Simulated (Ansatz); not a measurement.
Al3GaN4 (Pm), a vibration from a frozen displacement

Level of theory: Ansatz, DFT PBEsol, scalar-relativistic, plane waves, PAW. Settings: plane waves to 420 eV, k-mesh 6×8×4 (Γ-centred), Gaussian smearing 0.05 eV. No spin polarisation. Energies are free energies at this smearing, counted from the undisturbed cell; pressure is positive in compression.

The starting cell (relaxed at this level; it needn't be the usual structure):

```
Al Ga N
1.0
     5.04341    0.00000    0.00011
     0.00000    3.13007    0.00000
    -0.00324    0.00000    5.41799
Al Ga N
3 1 4
Direct
  0.50023 0.50000 0.16733
  0.00092 0.50000 0.83481
  0.00109 0.00000 0.33169
  0.49942 0.00000 0.66620
  0.11117 0.00000 0.66633
  0.12245 0.50000 0.16716
  0.62512 0.50000 0.84019
  0.62319 0.00000 0.32629
```

Atom 1 (Al) is moved by x along the Cartesian unit vector (-0.813, 0.000, -0.582); the cell and all other atoms stay fixed. The cell's volume is 85.53 Å³; the moved atoms weigh 26.982 u together and the others 179.714 u.

```
  x (Å)  ΔE (meV/cell) total force on the moved atoms along the move (eV/Å) pressure (GPa)
-0.2000         374.66                                                3.5740          1.1334
-0.1500         215.51                                                2.7804          0.6504
-0.1000          97.78                                                1.9175          0.2976
-0.0500          24.86                                                0.9885          0.0854
 0.0000           0.00                                               -0.0047          0.0237
 0.0500          26.39                                               -1.0617          0.1225
 0.1000         107.26                                               -2.1838          0.3918
 0.1500         245.92                                               -3.3742          0.8414
 0.1750         338.01                                               -3.9964          1.1371
 0.2000         445.89                                               -4.6375          1.4817
```

What frequency belongs to this motion?

The force constant is k = −dF/dx = 20.503 eV/Å², from the parabola through x = -0.0500, 0 and 0.0500. In every cell the moved atoms swing against the rest, so the mass is μ = m₁m₂/(m₁ + m₂) = 23.459 u, and ν̃ = 521.5 cm⁻¹ × √(|k|/μ) = 488 cm⁻¹. The pattern needn't be a normal mode: ν̃² is then a weighted mean of the squared nonzero frequencies at the zone centre of this cell, taken without macroscopic field, so it lies between the lowest and the highest of them.

How far does the harmonic law reach?

At x = -0.200 Å, kx²/2 = 410.05 meV against the computed 374.66 meV (-8.6 %): the well softens in this direction at large amplitude.

The well is single and lopsided: at 0.2000 Å the energy is 445.89 meV on the positive side, above the harmonic 410.05 meV, but only 374.66 meV on the negative side. The geometry explains this. Al sits in a tetrahedron of N, and positive x drives it mainly against the one N lying nearly along the first cell axis (a, 5.04 Å), where short-range repulsion rises steeply. Negative x stretches that bond and pushes Al towards the gap between two other N atoms, so the compression is shared and less head-on.

The pressure rises for large displacements of either sign, which implies that this pattern stiffens when the cell is compressed, as expected for bond-stretching motion. The 488 cm⁻¹ lies below the main polar optical modes of wurtzite AlN. This needn't mean weak Al–N bonds, since moving a single cation probably mixes stiff stretching with softer bond-bending and cation-cation motion. The asymmetry alone doesn't fix the sign of a thermal frequency shift, which also depends on quartic terms and coupling to other modes.
